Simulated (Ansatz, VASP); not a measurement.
# RbBr in two plane-wave programs

Wanted: the spread between two codes on one cell, functional and k mesh. Other levels of theory on this material are compared in a session of their own.

Method: plane waves, with VASP 6.6.1 beside it; single point at PBE, in Ansatz 0.2.0.

The database entry behind the starting cell differs from later determinations by our own check (about 0.5 % short), so it need not match the best structure at ambient conditions.

## 1. Set-up

It takes space group Fm-3m (No. 225, cubic). Conventional cell: a = 6.854 Å, b = 6.854 Å, c = 6.854 Å, α = 90.00°, β = 90.00°, γ = 90.00°. Rb has 6 Br at 3.43 Å nearest. Nearest to Br lie 6 Rb at 3.43 Å. Farther neighbours and most contacts between anions are not listed.

## 2. VASP: single point, PBE

With cell and atoms fixed, the geometry can't cause a difference; cores, projectors, grids and the points listed under the comparison can.

Lines of VASP's logs that name or quote its potential files are left out, and so is its time.

Contents of INCAR:

```
SYSTEM = RbBr
PREC = Accurate
ENCUT = 400
EDIFF = 1E-07
NELM = 100
ISMEAR = 0
SIGMA = 0.05
LREAL = .FALSE.
ALGO = Normal
GGA = PE
NBANDS = 44
LWAVE = .FALSE.
LCHARG = .FALSE.
KPAR = 4
LOPTICS = .TRUE.
NEDOS = 2000
CSHIFT = 0.15
```

Contents of POSCAR:

```
RbBr
1.0
    0.0000000000      3.4270000000      3.4270000000
    3.4270000000      0.0000000000      3.4270000000
    3.4270000000      3.4270000000      0.0000000000
Rb Br
1 1
Direct
    0.0000000000      0.0000000000      0.0000000000
    0.5000000000      0.5000000000      0.5000000000
```

Contents of KPOINTS:

```
Automatic mesh
0
Gamma
9 9 9
0 0 0
```

PAW data sets: Rb_sv and Br (PBE family, release 64).

Started as:

```bash
mpirun -np 4 vasp_std
```

Numbers of over 12 decimals in the logs are rounded to 6 here.

Output:

```text
[banner, memory and clock lines left out]
running    4 mpi-ranks, on    1 nodes
 distrk:  each k-point on    1 cores,    4 groups
 distr:  one band on    1 cores,    1 groups

 POSCAR found type information on POSCAR RbBr
 POSCAR found :  2 types and       2 ions
 LDA part: xc-table for (Slater+PW92), standard interpolation
 POSCAR, INCAR and KPOINTS ok, starting setup
 FFT: planning ... GRIDC
 FFT: planning ... GRID_SOFT
 FFT: planning ... GRID
 WAVECAR not read
 entering main loop
       N       E                     dE             d eps       ncg     rms          rms(c)
DAV:   1     0.657573373928E+02    0.65757E+02   -0.43160E+03  3080   0.250E+02
DAV:   2    -0.338037591005E+01   -0.69138E+02   -0.64798E+02  3784   0.803E+01
DAV:   3    -0.626033839962E+01   -0.28800E+01   -0.28470E+01  3800   0.138E+01
DAV:   4    -0.631442378703E+01   -0.54085E-01   -0.54039E-01  3916   0.161E+00
DAV:   5    -0.631517671680E+01   -0.75293E-03   -0.75290E-03  3704   0.154E-01    0.287E+00
DAV:   6    -0.610049857640E+01    0.21468E+00   -0.37090E-02  3664   0.797E-01    0.189E+00
DAV:   7    -0.608548421897E+01    0.15014E-01   -0.38369E-02  3804   0.615E-01    0.102E+00
DAV:   8    -0.609714696089E+01   -0.11663E-01   -0.79672E-03  3504   0.250E-01    0.296E-01
DAV:   9    -0.609674476952E+01    0.40219E-03   -0.22307E-04  3792   0.438E-02    0.117E-01
DAV:  10    -0.609714667505E+01   -0.40191E-03   -0.26441E-04  3416   0.459E-02    0.904E-03
DAV:  11    -0.609715336263E+01   -0.66876E-05   -0.16066E-05  3904   0.943E-03    0.794E-03
DAV:  12    -0.609715785806E+01   -0.44954E-05   -0.13991E-06  3452   0.360E-03    0.442E-03
DAV:  13    -0.609716083083E+01   -0.29728E-05   -0.25753E-06  3548   0.452E-03    0.188E-03
DAV:  14    -0.609716090785E+01   -0.77026E-07   -0.95737E-08  3868   0.974E-04
   1 F= -.60971609E+01 E0= -.60971609E+01  d E =-.115526E-12
 optical routines
 imaginary and real dielectric function
 recalculating local potential from charge density
 direction            1
 direction            2
 direction            3
```

Parts of OUTCAR (step 2):

```text
ion  position               nearest neighbor table
   1  0.000  0.000  0.000-   2 3.43   2 3.43   2 3.43   2 3.43   2 3.43   2 3.43
   2  0.500  0.500  0.500-   1 3.43   1 3.43   1 3.43   1 3.43   1 3.43   1 3.43

  LATTYP: Found a face centered cubic cell.
 ALAT       =     6.8540000000

 Subroutine GETGRP returns: Found 48 space group operations
 (whereof 48 operations were pure point group operations)

The static configuration has the point symmetry O_h .

 Found     35 irreducible k-points:

   k-points           NKPTS =     35   k-points in BZ     NKDIM =     35   number of bands    NBANDS=     44

   dimension x,y,z NGX =    32 NGY =   32 NGZ =   32
   dimension x,y,z NGXF=    64 NGYF=   64 NGZF=   64

   ENCUT  =  400.0 eV  29.40 Ry    5.42 a.u.   7.90  7.90  7.90*2*pi/ulx,y,z

   NELECT =      16.0000    total number of electrons

 k-points in reciprocal lattice and weights: Automatic mesh
   0.00000000  0.00000000  0.00000000       0.001
   0.11111111  0.00000000  0.00000000       0.011
   0.22222222  0.00000000  0.00000000       0.011
   0.33333333  0.00000000  0.00000000       0.011
   0.44444444  0.00000000  0.00000000       0.011
   0.11111111  0.11111111  0.00000000       0.008
   0.22222222  0.11111111  0.00000000       0.033
   0.33333333  0.11111111  0.00000000       0.033
   0.44444444  0.11111111  0.00000000       0.033
[...]
-0.33333333  0.44444444  0.11111111       0.033
  -0.33333333  0.44444444  0.22222222       0.033

 average (electrostatic) potential at core
       1 -38.4603       2 -64.7008

 E-fermi :  -1.5241

 k-point     1 :       0.0000    0.0000    0.0000
  band No.  band energies     occupation
    ...
      4     -10.2434      2.00000
      5     -10.2434      2.00000
      6      -1.7519      2.00000
      7      -1.7519      2.00000
      8      -1.7519      2.00000
      9       2.6102      0.00000
     10       5.5274      0.00000
     11       5.5274      0.00000
     12       5.5274      0.00000
     13       6.4155      0.00000
    ...

 k-point     2 :       0.1111    0.0000    0.0000
  band No.  band energies     occupation
    ...
      4     -10.2443      2.00000
      5     -10.2378      2.00000
      6      -1.9016      2.00000
      7      -1.7969      2.00000
      8      -1.7969      2.00000
      9       2.9128      0.00000
     10       5.4472      0.00000
     11       5.6750      0.00000
     12       5.6750      0.00000
     13       6.6003      0.00000
    ...

 k-point     3 :       0.2222    0.0000    0.0000
  band No.  band energies     occupation
    ...
      4     -10.2466      2.00000
      5     -10.2236      2.00000
      6      -2.2279      2.00000
      7      -1.9065      2.00000
      8      -1.9065      2.00000
      9       3.6607      0.00000
     10       5.3818      0.00000
     11       6.1033      0.00000
     12       6.1033      0.00000
     13       7.1177      0.00000
    ...

  Total        0.5050545      0.5050545      0.5050545      0.0000000      0.0000000      0.0000000
  in kB       10.0525564     10.0525564     10.0525564      0.0000000      0.0000000      0.0000000
  external PRESSURE =      10.0525564 kB  Pullay stress =       0.0000000 kB

  energy-cutoff  :      400.00
  volume of cell :       80.50
      direct lattice vectors                 reciprocal lattice vectors
     0.000000000  3.427000000  3.427000000    -0.145900204  0.145900204  0.145900204
     3.427000000  0.000000000  3.427000000     0.145900204 -0.145900204  0.145900204
     3.427000000  3.427000000  0.000000000     0.145900204  0.145900204 -0.145900204

 POSITION                                       TOTAL-FORCE (eV/Angst)
 -----------------------------------------------------------------------------------
      0.00000      0.00000      0.00000         0.000000     -0.000000     -0.000000
      3.42700      3.42700      3.42700        -0.000000      0.000000      0.000000
 -----------------------------------------------------------------------------------
    total drift:                                0.000000     -0.000000     -0.000000

  FREE ENERGIE OF THE ION-ELECTRON SYSTEM (eV)
  ---------------------------------------------------
  free  energy   TOTEN  =        -6.0971609079 eV

  energy  without entropy=       -6.0971609079  energy(sigma->0) =       -6.09716091

 plasma frequency squared (from intraband transitions) (eV^2)
  --------------------------------------------------------------------------------------
       0.000      -0.000       0.000
       0.000       0.000      -0.000
       0.000       0.000       0.000

[... 3 further parts left out ...]
```

## 3. Ansatz: single point, PBE

Ansatz runs on its default PAW (the set named soft_2) files.

The same cell, functional, mesh and smearing now go to Ansatz, which takes its cutoff from its data sets.

Contents of input.yaml:

```yaml
crystal:
  lattice:
    - [0.0, 3.427, 3.427]
    - [3.427, 0.0, 3.427]
    - [3.427, 3.427, 0.0]
  atoms:
    - { symbol: Rb, position: [0.0, 0.0, 0.0] }
    - { symbol: Br, position: [0.5, 0.5, 0.5] }
hamiltonian:
  xc: pbe
  pseudopotentials: { kind: paw }
kpoints:
  mp_grid: { grid: [9, 9, 9] }
scf:
  occupations: { method: gaussian, width: 0.05 }
  n_extra_bands: 4
output:
  forces: true
  stress: true
  eigenvalues: true
  write_density: true
  write_potential: true
  elf: true
  volumetric_format: npy
```

Started as:

```bash
ansatz run input.yaml --threads 2 --pin off --max-ram 4608MiB --backend cpu --events-out ev --progress --plain --runs-dir out
```

Output:

```text
scf.n_extra_bands = 4 over 8 filled bands (N_el = 16.0): the run solves 12 bands
Engine: ansatz 0.2.0, aarch64-unknown-linux-gnu
Pseudopotentials: kind: paw
Pseudopotential: Rb, paw, valence charge 9, recommended cutoff 420 eV (normal), Rb.paw.azcp
Pseudopotential: Br, paw, valence charge 7, recommended cutoff 420 eV (normal), Br.paw.azcp
Functional definition: PBE
  parameter kappa = 0.804
  parameter beta = 0.066725
  exchange = pbe_x(kappa = kappa, mu = beta*pi^2/3)
  correlation = pbe_c(beta = beta)
Crystal: 2 atoms, lattice volume = 80.496 Å³
Basis set: ecut = 420 eV, 1591 PW (Γ), exchange–correlation on 72×72×72 points (8 copies of the dense FFT grid, shifted against one another)
Bands: 12, of which v1, the nominal top of the filled ones, is band 8 counted from 1 (7 counted from 0)
Symmetry: 48 space group operations
Space group: Fm-3m (ITA 225), of the structure as read, at distance tolerance 4.3e-5 Å
k-points: 35 of 729
Non-local potential: Rb, projectors of the file, l = 0: 3, l = 1: 2, l = 2: 2
Non-local potential: Br, projectors of the file, l = 0: 2, l = 1: 2, l = 2: 2
PAW form: soft (Blöchl's): semilocal exchange-correlation on the pseudo side does not see the compensation charge
PAW one-centre angular grid: Rb, 110 points (default); XC on 64 Gauss nodes
PAW one-centre angular grid: Br, 110 points (default); XC on 64 Gauss nodes
Initial density: superposition of atomic densities (neutral atoms: chi_scale 0, normalization atom), corrected by the library's trained network
Initial wavefunctions: pseudopotential atomic-orbital guess
Functional: x = pbe(κ = 0.804, μ = 0.219515), c = pbe(β = 0.066725)
SCF iter   1: F=—  HF=-6054.053088 eV  |F-HF|=—  |Δ(HF+E_count)|=         —  Δρ=2.16e-4  dr2=5.55e-5  ethr=1.77e-3  ⟨swp⟩=8.2  Hψ=3051  notcnv=0
preconditioner: auto → none  [insulator: Δε(μ)=4.357 eV  Ē_g=13.343 eV  σ=0.050 eV  W_gap=1.00  n_scr=14 (ndim 8)  ℏωp=15.5 eV  f_vac=0.082  D(μ)=0.00/eV (n_scr^D=0)  ε∞_Penn≈2.3]
SCF iter   2: F=—  HF=-6054.053324 eV  |F-HF|=—  |Δ(HF+E_count)|=   2.36e-4  Δρ=8.69e-5  dr2=6.26e-6  ethr=3.47e-7  ⟨swp⟩=3.4  Hψ=1246  notcnv=0
SCF iter   3: F=—  HF=-6054.053343 eV  |F-HF|=—  |Δ(HF+E_count)|=   1.94e-5  Δρ=2.93e-5  dr2=6.45e-7  ethr=3.91e-8  ⟨swp⟩=2.0  Hψ=665  notcnv=0
SCF iter   4: F=—  HF=-6054.053344 eV  |F-HF|=—  |Δ(HF+E_count)|=   9.96e-7  Δρ=1.26e-5  dr2=2.09e-7  ethr=4.03e-9  ⟨swp⟩=2.0  Hψ=665  notcnv=0
iter 5 did not close the SCF: its close was put off for the readings that it lacked (scf_convergence_deferred on its scf_iter line)
SCF iter   5: F=-6054.053344 eV  HF=-6054.053344 eV  |F-HF|=1.78e-8  |Δ(HF+E_count)|=   1.26e-7  Δρ=5.53e-6  dr2=4.07e-8  ethr=1.30e-9  ⟨swp⟩=2.0  Hψ=533  notcnv=0
SCF iter   6: F=-6054.053344 eV  HF=-6054.053344 eV  |F-HF|=1.56e-9  |Δ(HF+E_count)|=   3.23e-8  Δρ=1.23e-6  dr2=1.91e-9  ethr=2.55e-10  ⟨swp⟩=7.5  Hψ=2823  notcnv=0
SCF 1 converged in 6 iterations: F = -6054.053344 eV  dr2 = 1.91e-9
  greatest PAW one-centre occupation: 0.973 electrons in one spin orbital (limit 2), on the Rb atom at site 0 (counted from 0), in its partial waves of l = 0
SCF converged after 6 iterations
Free energy (F): -6054.053344 eV
Harris-Foulkes:  -6054.053344 eV  (|F-HF|=1.56e-9)
Internal energy: -6054.053344 eV  (E = F + TS)
E sigma→0 (E₀):  -6054.053344 eV
Fermi energy:    3.402491 eV
--- Per-component energies (eV) ---
  E_band       = -107.159877
  E_kinetic    = 327.413765
  E_local      = -799.826833  (includes V_loc(G=0)·N_el)
  E_nonlocal   = 243.416988
  E_hartree    = 206.208284
  E_xc         = -396.353192
  E_vxc        = -242.073396  (∫ρ·V_xc dr)
  E_paw        = -4864.572905  (= ΣΔE_a)
  E_vpaw       = -48.507532  (= ΣTr[D̂ρ^β])
  E_aug_tail   = -0.000001  (compensation charges beyond the density's cutoff)
  E_ewald      = -770.339449
  E_smearing   = -0.000000  (= −TS)
  E_closure    = 0.000000  (closes the sum)
  Σ components = -6054.053344   (vs F -6054.053344, Δ=0.00e0)
--- Forces (eV/Å), atoms counted from 1 ---
  atom   1  Rb    -0.00000000     0.00000000    -0.00000000
  atom   2  Br     0.00000000    -0.00000000    -0.00000000
  max |Σ_I F_I| component: 1.64e-29 eV/Å
--- Stress (GPa, compression-positive) ---
        1.001111      -0.000000       0.000000
        0.000000       1.001111       0.000000
        0.000000       0.000000       1.001111
  P = ⅓ Tr σ = 1.0011 GPa (10.011 kbar)
--- Band table (eV; the first three rows and the last of 35) ---
  k-point 0: bands = [... 4 lower, -7.2697, 1.2198, 1.2198, 1.2198, 5.5846, 8.5027, 8.5027, 8.5027]
  k-point 1: bands = [... 4 lower, -7.2641, 1.0704, 1.1751, 1.1751, 5.8872, 8.4213, 8.6498, 8.6498]
  k-point 2: bands = [... 4 lower, -7.2498, 0.7449, 1.0661, 1.0661, 6.6354, 8.3544, 9.0769, 9.0769]
  k-point 34: bands = [... 4 lower, -7.2536, 0.6910, 0.8613, 0.9050, 8.0465, 8.5641, 9.4502, 10.0190]
```

It took 1.6 s on 2 threads of Arm Neoverse V1, shared host; peak memory 0.34 GiB.

Reading the cycles: dr2 is the Hartree energy of the density residual (eV), the measure of convergence; HF is the Harris–Foulkes estimate of the energy, which meets the free energy F at convergence.

The run ends at a pressure of 1.00 GPa.

## 4. Side by side

Known differences besides the potentials themselves: the cutoff is 420 eV in Ansatz and 400 eV in VASP; VASP leaves aspherical gradient terms in its spheres out (LASPH is not set), Ansatz keeps them. Total energies have different zeros and are not compared.

Both answers:

| quantity | Ansatz | VASP | difference |
| --- | --- | --- | --- |
| pressure (GPa) | 1.00 | 1.01 | 0.00 |
| gap on the k mesh (eV) | 4.365 | 4.362 | +0.003 |

A gap on the mesh is an upper bound, since the band edges may lie between its points.

## 5. Results

- difference in gap on the k mesh (single point, PBE): 0.0027 eV

**Reading.** The difference in gap on the k mesh is 0.0027 eV (single point, PBE), within the 0.08 eV picked in this series as the mark of a large difference. 3 further runs of this series are not shown here. Such differences can come from data sets, numerical settings and the points named under the comparisons, not from the functional's error against experiment.

[Lines on the potential files, build, host, timing and source positions are cut from VASP's logs without a mark.]

[Logs are printed without paths, hosts, clocks, repeated set-up lines and the standing remarks that a program may print on its own settings, such as how far it seeks lower states.]

[Hosts, paths, dates, database ids (printed as entryN), source tags and the programs' standing remarks are cut or masked in the printed files.]
